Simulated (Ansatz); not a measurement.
## Co in Ansatz: the effect of starting spin order

Co, a slab with vacuum:

```
Co
1.0
     2.53950    0.00000    0.00000
     0.00000    2.53950    0.00000
     0.00000    0.00000   25.77420
Co
7
Direct
  0.50000 0.50000 0.29099
  0.00000 0.00000 0.36066
  0.50000 0.50000 0.43033
  0.00000 0.00000 0.50000
  0.50000 0.50000 0.56967
  0.00000 0.00000 0.63934
  0.50000 0.50000 0.70901
```

The cell isn't the ideal one: the (1 0 0) slab of Co, cut from the database cell, not relaxed.

Alike in all runs:

```yaml
Program: Ansatz 0.2.0
Task: single point
Functional: PBE
Potentials_or_basis: Ansatz PAW
Cutoff: "420 eV (not typed: the program's choice for these potentials)"
k_mesh: 10 × 10 × 1
Occupations: fermi-dirac, width 0.05 eV
```

```tsv
starting spin order	spin	starting moments	energy over the lowest run (meV/atom)	final net moment (μB)	final largest site moment (μB)
spin off	no spin polarisation	-	?	?	?
fm	collinear spin, ferromagnetic start	[2.0, 2.0, 2.0, 2.0, 2.0, 2.0, 2.0] μB	0.0	12.39	1.95
afm	collinear spin, antiferromagnetic start	[2.0, -2.0, 2.0, -2.0, 2.0, -2.0, 2.0] μB	0.0	12.39	1.95
ferri	collinear spin, ferrimagnetic start	[2.0, -1.0, 2.0, -1.0, 2.0, -1.0, 2.0] μB	0.0	12.39	1.95
random	collinear spin, random start	[0.68, -2.21, 1.27, 0.83, -2.37, 1.06, 1.51] μB	0.0	12.39	1.95
ferromagnetic start, larger moments	collinear spin, ferromagnetic start	[3.5, 3.5, 3.5, 3.5, 3.5, 3.5, 3.5] μB	0.0	12.39	1.95
```

What does the run with starting spin order spin off give?

Energy over the lowest run 312.7 meV/atom; final net moment 0.00 μB; final largest site moment 0.00 μB.

Caveats: the cell was measured hot, at 1300 K; the starting moments weren't kept (some runs).
